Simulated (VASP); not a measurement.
## How uniaxial stress along [111] changes GaAs (F-43m)

Wanted: the response of GaAs to uniaxial stress along [111], as a table, with a fit that predicts a row left out.

Calculated with VASP 6.6.1; LDA; plane waves and PAW (Ga_d, As), in the first sound run; inputs show where later runs differ.

### 1. The structure

Symmetry: F-43m, No. 216, cubic system. The conventional cell has a = 5.653 Å, b = 5.653 Å, c = 5.653 Å, α = 90.00°, β = 90.00°, γ = 90.00°. Nearest to Ga lie 4 As at 2.45 Å. Nearest to As lie 4 Ga at 2.45 Å. Farther neighbours are not listed.

Structure file:

```
Ga As
1.0
     0.00000    2.82650    2.82650
     2.82650    0.00000    2.82650
     2.82650    2.82650    0.00000
Ga As
1 1
Direct
  0.00000 0.00000 0.00000
  0.25000 0.25000 0.25000
```

### 2. Relax the crystal, LDA

The series starts from the cell that this level prefers, so that zero strain is near zero stress.

This step took 2 runs in a row; the last is shown.

Level: LDA; plane waves and PAW (Ga_d, As).

INCAR reads:

```
SYSTEM = GaAs
PREC = Accurate
ENCUT = 450
EDIFF = 1E-07
NELM = 120
ISMEAR = 0
SIGMA = 0.02
LREAL = .FALSE.
ALGO = Normal
GGA = CA
NBANDS = 15
LASPH = .TRUE.
LORBIT = 11
LWAVE = .FALSE.
LCHARG = .FALSE.
KPAR = 16
IBRION = 2
NSW = 40
ISIF = 3
EDIFFG = -0.005
POTIM = 0.4
```

POSCAR reads:

```
GaAs
1.0
    0.0000000000      2.8045101865      2.8045101865
    2.8045101865      0.0000000000      2.8045101865
    2.8045101865      2.8045101865      0.0000000000
Ga As
1 1
Direct
    0.0000000000      0.0000000000      0.0000000000
    0.2500000000      0.2500000000      0.2500000000
```

KPOINTS reads:

```
Automatic mesh
0
Gamma
9 9 9
0 0 0
```

The projector-augmented-wave data sets are Ga_d and As (LDA family, release 64).

On the command line:

```sh
> mpirun -np 16 vasp_std
```

The program printed:

```text
[banner, memory and clock lines left out]
running   16 mpi-ranks, on    1 nodes
[...]
|                                                                             |
|           W    W    AA    RRRRR   N    N  II  N    N   GGGG   !!!           |
|           W    W   A  A   R    R  NN   N  II  NN   N  G    G  !!!           |
|           W    W  A    A  R    R  N N  N  II  N N  N  G       !!!           |
|           W WW W  AAAAAA  RRRRR   N  N N  II  N  N N  G  GGG   !            |
|           WW  WW  A    A  R   R   N   NN  II  N   NN  G    G                |
|           W    W  A    A  R    R  N    N  II  N    N   GGGG   !!!           |
|                                                                             |
|     For optimal performance we recommend to set                             |
|       NCORE = 2 up to number-of-cores-per-socket                            |
|     NCORE specifies how many cores store one orbital (NPAR=cpu/NCORE).      |
|     This setting can greatly improve the performance of VASP for DFT.       |
[...]
|     Unfortunately you need to use the default for GW and RPA                |
|     calculations (for HF NCORE is supported but not extensively tested      |
|     yet).                                                                   |
|                                                                             |

 LDA part: xc-table for (Slater(with rela. corr.)+CA(PZ))
 , standard interpolation
 POSCAR, INCAR and KPOINTS ok, starting setup
[...]
entering main loop
       N       E                     dE             d eps       ncg     rms          rms(c)
DAV:   1     0.761070789534E+02    0.76107E+02   -0.84383E+03  1082   0.154E+03
DAV:   2    -0.376930612883E+01   -0.79876E+02   -0.76840E+02  1190   0.295E+02
DAV:   3    -0.977836301901E+01   -0.60091E+01   -0.59869E+01  1260   0.662E+01
DAV:   4    -0.987247987617E+01   -0.94117E-01   -0.94097E-01  1279   0.920E+00
[...]
DAV:  11    -0.963942157996E+01   -0.48186E-05   -0.65579E-06  1218   0.396E-02    0.241E-03
DAV:  12    -0.963942147190E+01    0.10805E-06   -0.45001E-07  1295   0.954E-03    0.191E-03
DAV:  13    -0.963942147271E+01   -0.80672E-09   -0.67322E-08   875   0.215E-03
   1 F= -.96394215E+01 E0= -.96394215E+01  d E =-.963942E+01
[...]
reached required accuracy - stopping structural energy minimisation
```

Wall time 3.4 s (16 MPI ranks of Intel Xeon 6975P-C (Granite Rapids), shared host); peak memory 2.4 GiB; 40 s of CPU time.

Lines that name or quote the potential files are left out of all logs, and their timing lines are given in words.

Parts of OUTCAR (step 2):

```text
  Total       -0.0019191     -0.0019191     -0.0019191      0.0000000      0.0000000      0.0000000
  in kB       -0.0696953     -0.0696953     -0.0696953      0.0000000      0.0000000      0.0000000
  external PRESSURE =      -0.0696953 kB  Pullay stress =       0.0000000 kB

 POSITION                                       TOTAL-FORCE (eV/Angst)
 -----------------------------------------------------------------------------------
      0.00000      0.00000      0.00000        -0.000000     -0.000000     -0.000000
      1.40226      1.40226      1.40226         0.000000      0.000000      0.000000
 -----------------------------------------------------------------------------------
    total drift:                                0.000001      0.000001      0.000001

  FREE ENERGIE OF THE ION-ELECTRON SYSTEM (eV)
  ---------------------------------------------------
  free  energy   TOTEN  =        -9.6394214727 eV

  energy  without entropy=       -9.6394214727  energy(sigma->0) =       -9.63942147

 reached required accuracy - stopping structural energy minimisation

[... 3 further parts left out ...]
[key lines of the parts left out:]
E-fermi :   4.1426
```

Read from the output:

* energy(sigma→0) of the program: -9.6394 eV
* stress, compression positive: -0.01 along [111], -0.01 across it (mean), GPa
* volume: 44.117 Å³
* ionic steps: 1

### 3. Strain across the axis, LDA

One member in full: the axis is strained by 2 %, and the two directions across it are strained alike until their mean stress is under 0.012 GPa or five steps are spent.

Level: LDA; plane waves and PAW (Ga_d, As); cell typed or built by script.

Changes to INCAR since step 2:

```diff
@@ -15,7 +15,7 @@
 LCHARG = .FALSE.
-KPAR = 16
-IBRION = 2
-NSW = 40
-ISIF = 3
-EDIFFG = -0.005
-POTIM = 0.4
+KPAR = 4
+IBRION = 1
+NSW = 25
+ISIF = 2
+EDIFFG = -0.004
+POTIM = 0.3
```

POSCAR reads:

```
GaAs
1.0
    0.0441242940      2.8385382430      2.8385382430
    2.8385382430      0.0441242940      2.8385382430
    2.8385382430      2.8385382430      0.0441242940
Ga As
1 1
Direct
    0.0000000000      0.0000000000      0.0000000000
    0.2500000000      0.2500000000      0.2500000000
```

KPOINTS is that of step 2.

On the command line:

```sh
> mpirun -np 4 vasp_std
```

The program printed:

```text
[banner, memory and clock lines left out]
running    4 mpi-ranks, on    1 nodes
[...]
LDA part: xc-table for (Slater(with rela. corr.)+CA(PZ))
 , standard interpolation
 POSCAR, INCAR and KPOINTS ok, starting setup
[...]
entering main loop
       N       E                     dE             d eps       ncg     rms          rms(c)
DAV:   1     0.803353960357E+02    0.80335E+02   -0.84784E+03  2590   0.152E+03
DAV:   2    -0.338938039566E+01   -0.83725E+02   -0.80296E+02  2830   0.306E+02
DAV:   3    -0.976304442328E+01   -0.63737E+01   -0.63489E+01  3152   0.684E+01
DAV:   4    -0.985989140209E+01   -0.96847E-01   -0.96829E-01  3027   0.943E+00
[...]
DAV:  11    -0.963043216811E+01   -0.48509E-05   -0.67896E-06  2991   0.406E-02    0.238E-03
DAV:  12    -0.963043205559E+01    0.11252E-06   -0.51235E-07  3117   0.101E-02    0.190E-03
DAV:  13    -0.963043205718E+01   -0.15875E-08   -0.71505E-08  2143   0.228E-03
   1 F= -.96304321E+01 E0= -.96304321E+01  d E =-.963043E+01
 BRION: g(F)=  0.177E-02 g(S)=  0.000E+00
[...]
DAV:   2    -0.963176597943E+01   -0.19134E-03   -0.20084E-03  3003   0.392E-01    0.127E-02
DAV:   3    -0.963176656211E+01   -0.58268E-06   -0.40885E-05  3711   0.581E-02    0.645E-03
DAV:   4    -0.963176575068E+01    0.81143E-06   -0.18107E-06  3169   0.194E-02    0.118E-03
DAV:   5    -0.963176578046E+01   -0.29778E-07   -0.40420E-07  2977   0.600E-03
   2 F= -.96317658E+01 E0= -.96317658E+01  d E =-.133372E-02
 BRION: g(F)=  0.449E-03 g(S)=  0.000E+00 retain N=  1 mean eig= 2.01
 eig:   2.012
[...]
N       E                     dE             d eps       ncg     rms          rms(c)
DAV:   1    -0.963200633406E+01   -0.24058E-03   -0.11283E-01  2872   0.241E+00    0.302E-02
DAV:   2    -0.963220263426E+01   -0.19630E-03   -0.20593E-03  2989   0.396E-01    0.129E-02
DAV:   3    -0.963220322852E+01   -0.59426E-06   -0.41464E-05  3704   0.586E-02    0.653E-03
DAV:   4    -0.963220240327E+01    0.82525E-06   -0.18571E-06  3223   0.198E-02    0.118E-03
DAV:   5    -0.963220243407E+01   -0.30801E-07   -0.41782E-07  2879   0.614E-03
   3 F= -.96322024E+01 E0= -.96322024E+01  d E =-.436654E-03
 BRION: g(F)=  0.532E-06 g(S)=  0.000E+00 retain N=  1 mean eig= 1.95
 eig:   1.945
 reached required accuracy - stopping structural energy minimisation
```

It took 17 s on 4 MPI ranks; peak memory 0.66 GiB.

OUTCAR, selected parts (step 3):

```text
  Total       -0.2534536     -0.2534536     -0.2534536     -0.2516000     -0.2516000     -0.2516000
  in kB       -9.0895095     -9.0895095     -9.0895095     -9.0230340     -9.0230340     -9.0230340
  external PRESSURE =      -9.0895095 kB  Pullay stress =       0.0000000 kB

 POSITION                                       TOTAL-FORCE (eV/Angst)
 -----------------------------------------------------------------------------------
      0.00589      0.00589      0.00589        -0.001750     -0.001750     -0.001750
      1.42441      1.42441      1.42441         0.001750      0.001750      0.001750
 -----------------------------------------------------------------------------------
    total drift:                                0.000053      0.000053      0.000053

  FREE ENERGIE OF THE ION-ELECTRON SYSTEM (eV)
  ---------------------------------------------------
  free  energy   TOTEN  =        -9.6322024341 eV

  energy  without entropy=       -9.6322024341  energy(sigma->0) =       -9.63220243

[... 1 part as in an earlier step ...]

[... 3 further parts left out ...]
[key lines of the parts left out:]
E-fermi :   4.1068
```

Numbers from this step:

| Item | Value |
| --- | --- |
| energy(sigma→0) of the program | -9.6322 eV |
| stress, compression positive | -2.71 along [111], -0.01 across it (mean), GPa |
| ionic steps | 3 |

### 4. Band edges, HSE06

Short lines in KPOINTS_OPT sample the zone centre along and across the axis, for masses, and the other valleys.

Level: HSE06; plane waves and PAW (Ga_d, As); cell typed or built by script.

INCAR reads:

```
SYSTEM = GaAs
PREC = Accurate
ENCUT = 450
EDIFF = 1E-06
NELM = 100
ISMEAR = 0
SIGMA = 0.02
LREAL = .FALSE.
ALGO = Normal
LHFCALC = .TRUE.
AEXX = 0.25
GGA = PE
HFSCREEN = 0.2
LASPH = .TRUE.
NBANDS = 14
PRECFOCK = Fast
LWAVE = .FALSE.
LCHARG = .FALSE.
KPAR = 4
```

POSCAR reads:

```
GaAs
1.0
    0.0441242940      2.8385382430      2.8385382430
    2.8385382430      0.0441242940      2.8385382430
    2.8385382430      2.8385382430      0.0441242940
Ga As
1 1
Direct
    0.0010287662      0.0010287662      0.0010287662
    0.2489712338      0.2489712338      0.2489712338
```

KPOINTS reads:

```
Automatic mesh
0
Gamma
5 5 5
0 0 0
```

KPOINTS_OPT reads:

```
Line mode
6
Line-mode
Reciprocal
  0.00000000   0.00000000   0.00000000
  0.02628553   0.02628553   0.02628553

  0.00000000   0.00000000   0.00000000
 -0.01572410   0.01572410   0.00000000

  0.31000000   0.31000000   0.00000000
  0.50000000   0.50000000   0.00000000

  0.00000000   0.31000000   0.31000000
  0.00000000   0.50000000   0.50000000

  0.45000000   0.45000000   0.45000000
  0.50000000   0.50000000   0.50000000

  0.45000000   0.00000000   0.00000000
  0.50000000   0.00000000   0.00000000

  0.42500000   0.42500000   0.00000000
  0.42535113   0.44758837   0.02258837

  0.50000000   0.50000000   0.50000000
  0.48427590   0.51572410   0.50000000
```

On the command line:

```sh
> mpirun -np 4 vasp_std
```

The program printed:

```text
[banner, memory and clock lines left out]
running    4 mpi-ranks, on    1 nodes
[...]
|                                                                             |
|               ----> ADVICE to this user running VASP <----                  |
|                                                                             |
|     You enforced a specific xc type in the INCAR file but a different       |
|     [... a line on the potential file left out ...]
|     I HOPE YOU KNOW WHAT YOU ARE DOING!                                     |
|                                                                             |

 LDA part: xc-table for (Slater+PW92), standard interpolation
 found WAVECAR, reading the header
 POSCAR, INCAR and KPOINTS ok, starting setup
[...]
reading WAVECAR
 the WAVECAR file was read successfully
 initial charge from wavefunction
 entering main loop
       N       E                     dE             d eps       ncg     rms          rms(c)
DAV:   1    -0.985592949385E+01   -0.98559E+01   -0.13367E+00   796   0.226E+01    0.245E+00
DAV:   2    -0.984891564112E+01    0.70139E-02   -0.77218E-02   720   0.456E+00    0.175E+00
DAV:   3    -0.984488573161E+01    0.40299E-02   -0.10269E-02   718   0.184E+00    0.103E+00
DAV:   4    -0.984398281815E+01    0.90291E-03   -0.16060E-03   688   0.467E-01    0.573E-01
[...]
DAV:   8    -0.984364961502E+01    0.71515E-05   -0.33296E-06   646   0.152E-02    0.545E-02
DAV:   9    -0.984364771291E+01    0.19021E-05   -0.12374E-06   542   0.801E-03    0.293E-02
DAV:  10    -0.984364746901E+01    0.24390E-06   -0.49666E-07   410   0.522E-03
   1 F= -.98436475E+01 E0= -.98436475E+01  d E =-.189867E-11
 Start KPOINTS_OPT (optional k-point list driver)
k-point batch [1-19\48]
       N       E                     dE             ncg
DAV:   1    -0.513680088491E+03   -0.44431E+04      532
DAV:   2    -0.251961899287E+04   -0.20059E+04      550
DAV:   3    -0.269395759073E+04   -0.17434E+03      652
DAV:   4    -0.270041612769E+04   -0.64585E+01      602
DAV:   5    -0.270049371045E+04   -0.77583E-01      646
DAV:   6    -0.270049571184E+04   -0.20014E-02      778
DAV:   7    -0.270049573190E+04   -0.20060E-04      532
DAV:   8    -0.270049573212E+04   -0.21804E-06      470
[...]
k-point batch [39-48\48]
       N       E                     dE             ncg
DAV:   1     0.449381022964E+04   -0.56828E+04      280
DAV:   2     0.349238871676E+04   -0.10014E+04      292
DAV:   3     0.341157673981E+04   -0.80812E+02      328
DAV:   4     0.340946574965E+04   -0.21110E+01      384
DAV:   5     0.340943747857E+04   -0.28271E-01      358
DAV:   6     0.340943685834E+04   -0.62023E-03      448
DAV:   7     0.340943684978E+04   -0.85630E-05      292
DAV:   8     0.340943684948E+04   -0.30109E-06      268
```

Wall time 3.7 min (4 MPI ranks); peak memory 1.1 GiB.

From OUTCAR (step 4):

```text
  LATTYP: Found a trigonal (rhomboedric) cell.
 ALAT       =     4.0145417755
 COS(alpha) =     0.5154824440

 Subroutine GETGRP returns: Found  6 space group operations
 (whereof  6 operations were pure point group operations)

The static configuration has the point symmetry C_3v.

 Found     19 irreducible k-points:

   k-points           NKPTS =     19   k-points in BZ     NKDIM =    125   number of bands    NBANDS=     14

   dimension x,y,z NGX =    28 NGY =   28 NGZ =   28
   dimension x,y,z NGXF=    56 NGYF=   56 NGZF=   56

   ENCUT  =  450.0 eV  33.07 Ry    5.75 a.u.   6.94  6.94  6.94*2*pi/ulx,y,z

   NELECT =      18.0000    total number of electrons

  exchange ACFDT corr.  =         0.00000000  see jH, gK, PRB 81, 115126

 E-fermi :   3.9171

 k-point     1 :       0.0000    0.0000    0.0000
  band No.  band energies     occupation
    ...
      5     -13.6556      2.00000
      6     -10.2774      2.00000
      7       3.6340      2.00000
      8       3.8314      2.00000
      9       3.8314      2.00000
     10       5.2716      0.00000
     11       8.1874      0.00000
     12       8.4344      0.00000
     13       8.4344      0.00000
     14      12.4168      0.00000

 k-point     2 :       0.2000   -0.0000   -0.0000
  band No.  band energies     occupation
    ...
      5     -13.6553      2.00000
      6      -9.7748      2.00000
      7       0.3573      2.00000
      8       3.1285      2.00000
      9       3.2700      2.00000
     10       6.1706      0.00000
     11       8.9593      0.00000
     12       9.1665      0.00000
     13       9.9665      0.00000
     14      13.5438      0.00000

 POSITION                                       TOTAL-FORCE (eV/Angst)
 -----------------------------------------------------------------------------------
      0.00589      0.00589      0.00589        -0.000597     -0.000597     -0.000597
      1.42441      1.42441      1.42441         0.000597      0.000597      0.000597
 -----------------------------------------------------------------------------------
    total drift:                                0.000005     -0.000003      0.000031

  FREE ENERGIE OF THE ION-ELECTRON SYSTEM (eV)
  ---------------------------------------------------
  free  energy   TOTEN  =        -9.8436474690 eV

  energy  without entropy=       -9.8436474690  energy(sigma->0) =       -9.84364747

[... 1 part as in an earlier step ...]

[... 7 further parts left out ...]
```

Read from the output:

| Item | Value |
| --- | --- |
| energy(sigma→0) of the program | -9.8436 eV |

(Part 1 of 2 ends here.)

[Lines on the potential files, build, host, timing and source positions are cut from VASP's logs without a mark.]

[Logs are printed without paths, hosts, clocks, repeated set-up lines and the standing remarks that a program may print on its own settings, such as how far it seeks lower states.]

[Hosts, paths, dates, database ids (printed as entryN), source tags and the programs' standing remarks are cut or masked in the printed files.]

[In band tables of VASP the shares of atoms and orbitals are scaled to a sum of 1 inside the atoms' spheres.]
